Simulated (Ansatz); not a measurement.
## Calculation log, Na$_{2}$S (Fm-3m) (bands, slopes and optics on a fine k mesh)

Level of theory: PBEsol, PAW on Ansatz 0.2.0's default frozen-core files (fitted under PBE), scalar-relativistic.

The cell comes from a PAW relaxation under the same functional.

Command line:

```sh
ansatz run input.yaml --threads 2 --pin off --max-ram 6144MiB --backend cpu --events-out ev --progress --plain --runs-dir out
```

input.yaml:

```yaml
crystal:
  lattice:
    - [0.0, 3.25062231275, 3.25062231275]
    - [3.25062231275, 0.0, 3.25062231275]
    - [3.25062231275, 3.25062231275, 0.0]
  atoms:
    - { symbol: Na, position: [0.25, 0.25, 0.25] }
    - { symbol: Na, position: [0.75, 0.75, 0.75] }
    - { symbol: S, position: [0.0, 0.0, 0.0] }
kpoints:
  mp_grid: { grid: [6, 6, 6] }
scf:
  occupations: { method: fixed }
hamiltonian:
  xc: pbesol
  pseudopotentials: { kind: paw }
output:
  forces: true
  stress: true
  eigenvalues: true
  eigenstates:
    nscf_kmesh: { grid: [10, 10, 10] }
    de_dk: true
    e_range: [-9, 12.42812059053]
  optics:
    e_range: [0, 20]
    de: 0.2
    sigma: 0.1
    bands: { spectra_wanted_up_to: 20 }
    nscf_kmesh: { grid: [10, 10, 10] }
checkpoint:
  write: ck
  write_wavefunctions: false
```

Output (shortened where marked):

```
Warning: RAYON_NUM_THREADS=2 ignored (pool sized by the plan → 2); use --threads N
Engine: ansatz 0.2.0, x86_64-unknown-linux-gnu
Pseudopotentials: kind: paw
Pseudopotential: Na, paw, valence charge 9, recommended cutoff 420 eV (normal), Na.paw.azcp
Pseudopotential: S, paw, valence charge 6, recommended cutoff 420 eV (normal), S.paw.azcp
Functional definition: PBEsol
  exchange = pbesol_x
  correlation = pbesol_c
Crystal: 3 atoms, lattice volume = 68.696 Å³
Basis set: ecut = 420 eV, 1363 PW (Γ), exchange–correlation on 64×64×64 points (8 copies of the dense FFT grid, shifted against one another)
Bands: 16, of which v1, the nominal top of the filled ones, is band 12 counted from 1 (11 counted from 0)
Symmetry: 48 space group operations
Space group: Fm-3m (ITA 225), of the structure as read, at distance tolerance 4.1e-5 Å
k-points: 16 of 216
Non-local potential: Na, projectors of the file, l = 0: 3, l = 1: 2, l = 2: 1
Non-local potential: S, projectors of the file, l = 0: 2, l = 1: 2, l = 2: 2
PAW form: soft (Blöchl's): semilocal exchange-correlation on the pseudo side does not see the compensation charge
PAW frozen core: Na, regenerated for the run's functional, and the local potential with it (the file was generated under x = pbe(κ = 0.804, μ = 0.2195149727645171), c = pbe(β = 0.06672455060314922))
PAW frozen core: S, regenerated for the run's functional, and the local potential with it (the file was generated under x = pbe(κ = 0.804, μ = 0.2195149727645171), c = pbe(β = 0.06672455060314922))
PAW one-centre angular grid: Na, 110 points (default); XC on 64 Gauss nodes
PAW one-centre angular grid: S, 110 points (default); XC on 64 Gauss nodes
Initial density: superposition of atomic densities (neutral atoms: chi_scale 0, normalization atom), corrected by the library's trained network
Initial wavefunctions: pseudopotential atomic-orbital guess
Functional: x = pbesol(κ = 0.804, μ = 0.12345679012345678), c = pbesol(β = 0.046)
[... 4 lines left out ...]
SCF iter   4: F=—  HF=-3839.845710 eV  |F-HF|=—  |Δ(HF+E_count)|=   5.16e-5  Δρ=6.20e-5  dr2=2.56e-6  ethr=1.59e-7  ⟨swp⟩=2.7  Hψ=398  notcnv=0  defer=1
SCF iter   5: F=—  HF=-3839.845704 eV  |F-HF|=—  |Δ(HF+E_count)|=   6.60e-6  Δρ=5.30e-6  dr2=1.25e-8  ethr=1.07e-8  ⟨swp⟩=2.0  Hψ=418  notcnv=0
SCF iter   6: F=—  HF=-3839.845704 eV  |F-HF|=—  |Δ(HF+E_count)|=   3.17e-8  Δρ=1.04e-6  dr2=1.03e-9  ethr=5.21e-11  ⟨swp⟩=2.2  Hψ=448  notcnv=0
SCF iter   7: F=—  HF=-3839.845704 eV  |F-HF|=—  |Δ(HF+E_count)|=  1.67e-10  Δρ=5.15e-7  dr2=3.80e-10  ethr=4.28e-12  ⟨swp⟩=2.0  Hψ=320  notcnv=0
SCF iter   8: F=-3839.845704 eV  HF=-3839.845704 eV  |F-HF|=3.64e-12  |Δ(HF+E_count)|=  1.10e-10  Δρ=6.45e-8  dr2=5.58e-12  ethr=1.00e-12  ⟨swp⟩=5.1  Hψ=1316  notcnv=0
SCF 1 converged in 8 iterations: F = -3839.845704 eV  dr2 = 5.58e-12
  greatest PAW one-centre occupation: 0.999 electrons in one spin orbital (limit 2), on the Na atom at site 1 (counted from 0), in its partial waves of l = 0
NSCF: frozen V_eff on 47 k-points
NSCF: frozen V_eff on 1 k-points
NSCF: frozen V_eff on 1 k-points
NSCF: frozen V_eff on 47 k-points
output.optics: what the bands over the 44 summed would add to eps1, eps2 and the energy-loss function is held between a lower and an upper bound (5 Lanczos steps). eps1, eps2 and their loss function (loss_summed_bands) are given ...
SCF converged after 8 iterations
Free energy (F): -3839.845704 eV
Harris-Foulkes:  -3839.845704 eV  (|F-HF|=3.64e-12)
Internal energy: -3839.845704 eV  (E = F + TS)
E sigma→0 (E₀):  -3839.845704 eV
Fermi energy:    2.067114 eV
--- Per-component energies (eV) ---
  E_band       = -438.127159
  E_kinetic    = 349.424392
  E_local      = -2807.332742  (includes V_loc(G=0)·N_el)
  E_nonlocal   = 260.428479
  E_hartree    = 1015.013277
  E_xc         = -173.915603
  E_vxc        = -188.014600  (∫ρ·V_xc dr)
  E_paw        = -1090.948919  (= ΣΔE_a)
  E_vpaw       = -82.659203  (= ΣTr[D̂ρ^β])
  E_aug_tail   = -0.000025  (compensation charges beyond the density's cutoff)
  E_ewald      = -1392.685899
  E_core_change = 0.171337  (= ΣΔE_core)
  E_smearing   = -0.000000  (= −TS)
  E_closure    = 0.000000  (closes the sum)
  Σ components = -3839.845704   (vs F -3839.845704, Δ=0.00e0)
--- Forces (eV/Å), atoms counted from 1 ---
  atom   1  Na     0.00000000    -0.00000000     0.00000000
  atom   2  Na     0.00000000    -0.00000000     0.00000000
  atom   3  S     -0.00000000    -0.00000000     0.00000000
  max |Σ_I F_I| component: 2.08e-17 eV/Å
--- Stress (GPa, compression-positive) ---
        0.007390       0.000000       0.000000
        0.000000       0.007390      -0.000000
        0.000000       0.000000       0.007390
  P = ⅓ Tr σ = 0.0074 GPa (0.074 kbar)
--- Fermi surface from the table of eigenstates not read: on its mesh, or on one of the eight of every second point, the electrons fill whole bands (an insulator's do; a metal wants a denser output.eigenstates.nscf_kmesh) ---
```

The calculation finished and met its thresholds.

Dielectric function:

Independent-particle optical response of a crystal from Kohn-Sham bands on the fine mesh, no local fields or excitons; Cartesian axes as in the input.

```
Fine mesh  : 10, 10, 10
Line width : 0.1 eV
```

```
photon energy (eV)  dielectric real xx  dielectric imag xx
               0.8               4.018                   0
               1.6               4.272                   0
               2.4               5.197               0.119
               3.2               5.232               1.265
                 4               6.005                1.84
               4.8               4.333               5.447
               5.6                1.79                3.01
               6.4               3.446               3.351
               7.2               2.741                4.32
                 8               -2.66               4.867
               8.8              -1.548               1.937
               9.6              -0.922               1.014
              10.4              -0.369               0.794
              11.2                0.04               0.725
                12               0.203                0.69
              12.8               0.254               0.789
              13.6              -0.122               0.729
              14.4               0.081                0.35
              15.2               0.226               0.291
                16                0.34               0.212
              16.8               0.456               0.218
              17.6               0.521               0.212
              18.4               0.529               0.152
              19.2               0.561               0.121
                20                0.62               0.074
```

### Optical constants

Normal incidence from vacuum, light polarised along x.

```
Fine mesh  : 10, 10, 10
Line width : 0.1 eV
```

```csv
photon energy (eV),refractive index,extinction,reflectivity,loss function,absorption (×10⁵ cm⁻¹)
0.8,2.004,0,0.1118,0,0
1.6,2.067,0,0.121,0,0
2.4,2.28,0.026,0.1523,0.0044,0.063
3.2,2.304,0.275,0.1615,0.0437,0.89
4,2.478,0.371,0.1899,0.0466,1.505
4.8,2.376,1.146,0.2523,0.1124,5.576
5.6,1.627,0.925,0.161,0.2454,5.251
6.4,2.031,0.825,0.1767,0.145,5.35
7.2,1.982,1.09,0.2135,0.165,7.953
8,1.201,2.026,0.463,0.1582,16.43
8.8,0.682,1.419,0.4365,0.315,12.66
9.6,0.473,1.071,0.4291,0.5396,10.42
10.4,0.503,0.789,0.3016,1.036,8.315
11.2,0.619,0.586,0.1648,1.376,6.648
12,0.679,0.508,0.1173,1.334,6.177
12.8,0.736,0.536,0.1083,1.149,6.955
13.6,0.556,0.656,0.2203,1.335,9.042
14.4,0.469,0.373,0.183,2.71,5.444
15.2,0.546,0.267,0.1129,2.14,4.111
16,0.609,0.174,0.0701,1.32,2.823
16.8,0.693,0.158,0.0411,0.8552,2.683
17.6,0.736,0.144,0.0298,0.6705,2.569
18.4,0.735,0.104,0.0268,0.5023,1.934
19.2,0.753,0.08,0.0218,0.3677,1.565
20,0.788,0.047,0.0147,0.189,0.945
```

**Optical peaks**

Highest local maxima between 0.6 eV and the top less 1.5 eV.

| Property | Result |
| --- | --- |
| Fine mesh | 10, 10, 10 |
| Window top | 20 eV |
| Line width | 0.1 eV |
| Highest loss peak energy x | 14.41 eV |
| Highest loss peak height x | 2.71 |
| Highest eps2 peak energy x | 7.485 eV |
| Highest eps2 peak height x | 6.782 |
| Dielectric electronic (x, y, z) | 3.948, 3.948, 3.948 |
| Refractive index at 1 eV, x-polarised | 2.015 |

Keep in mind: frozen-core PAW files fitted under PBE, their cores solved anew for the functional of the run; semilocal gaps are low, and what follows the gap (onsets, screening, light masses) shifts with it.

Time and hardware: 7.7 s on 2 threads of AMD EPYC 9R45 96-Core Processor (Zen 5), on a shared host, peak memory 0.84 GiB.
